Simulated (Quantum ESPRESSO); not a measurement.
Input of a Quantum ESPRESSO 7.5 run:

pw.in

```
&CONTROL
  calculation = 'scf'
  prefix = 'pwscf'
  outdir = './tmp'
  pseudo_dir = './pseudo'
  tprnfor = .true.
  tstress = .true.
  disk_io = 'nowf'
/
&SYSTEM
  ibrav = 0
  nat = 1
  ntyp = 1
  ecutwfc = 45
  ecutrho = 360
  nbnd = 6
  occupations = 'smearing'
  smearing = 'fd'
  degauss = 0.00367493
/
&ELECTRONS
  conv_thr = 2d-10
  electron_maxstep = 120
  mixing_beta = 0.5
/
ATOMIC_SPECIES
Al    26.9815 al_pbesol_v1.uspp.F.UPF
CELL_PARAMETERS angstrom
  -1.6989500000    1.5643060000    1.6007980000
   1.6309530000   -1.5829090000    1.5514040000
   1.6603660000    1.5443250000   -1.6194010000
ATOMIC_POSITIONS crystal
Al    -0.0006930000    0.0123870000    0.0058490000
K_POINTS automatic
12 12 12 0 0 0
```

Potentials or basis: GBRV 1.5 PBEsol.

Launch:

```bash
$ OMP_NUM_THREADS=1 mpirun -n 2 pw.x -nk 2 -in pw.in > pw.out
```

(1) Estimate the pressure.

(2) Estimate the band gap on the k mesh.

Results:

(1) 2.3 GPa.

(2) none (metal or under the smearing width).
